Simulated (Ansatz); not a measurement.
Wanted: the native input for an Ansatz 0.2.0 run.

```
Task                : relaxation of cell and atoms
Functional          : PBEsol
Potentials or basis : Ansatz PAW
Cutoff              : 420 eV (not typed: the program's choice for these potentials)
k mesh              : 8 × 8 × 8
Occupations         : fermi-dirac, width 0.05 eV
Spin                : no spin polarisation
```

The system is InP.

```xyz
2
Lattice="0.0000 2.7688 2.7688 2.7688 0.0000 2.7688 2.7688 2.7688 0.0000" Properties=species:S:1:pos:R:3 pbc="T T T"
In    0.0000    0.0000    0.0000
P     2.7688    2.7688    2.7688
```

Measurements of this composition are mostly on another form, of space group No. 216.

One way to write it, as run:

input.yaml

```yaml
crystal:
  lattice:
    - [0.0, 2.768834, 2.768834]
    - [2.768834, 0.0, 2.768834]
    - [2.768834, 2.768834, 0.0]
  atoms:
    - { symbol: In, position: [0.0, 0.0, 0.0] }
    - { symbol: P, position: [0.5, 0.5, 0.5] }
hamiltonian:
  xc: pbesol
  pseudopotentials: { kind: paw }
kpoints:
  mp_grid: { grid: [8, 8, 8] }
scf:
  occupations: { method: fermi_dirac, width: 0.05 }
output:
  forces: true
  stress: true
  eigenvalues: true
relax:
  f_tol: 0.01
  max_steps: 40
  cell: { stress_tol: 0.05 }
```

Potentials or basis: Ansatz PAW.

Run with:

```bash
$ ansatz run input.yaml --threads 2 --pin off --max-ram 5632MiB --backend cpu --events-out ev --progress --plain --runs-dir out
```

Results of the run:

The relaxed volume is 20.31 Å³/atom and the relaxed cell is a = 3.859 Å, b = 3.859 Å, c = 3.859 Å, α = 60.00°, β = 60.00°, γ = 60.00°. The space group after relaxing (to 0.05 Å) is Fm-3m (No. 225). The energy gained by relaxing is 10.1 meV/atom. The ionic steps are 5, the pressure after relaxing is 0.0 GPa and the band gap on the k mesh is none (metal or under the smearing width).

Caveat: the plane-wave basis is chosen anew once the cell has moved, so the energies of steps on either side of that aren't comparable; the PAW data sets come from PBE, with cores solved anew for the run's functional, which leaves a small shift of forces and pressure.

It took 3.7 s on 2 threads of Arm Neoverse V1, with other jobs on the host, peak memory 0.31 GiB.
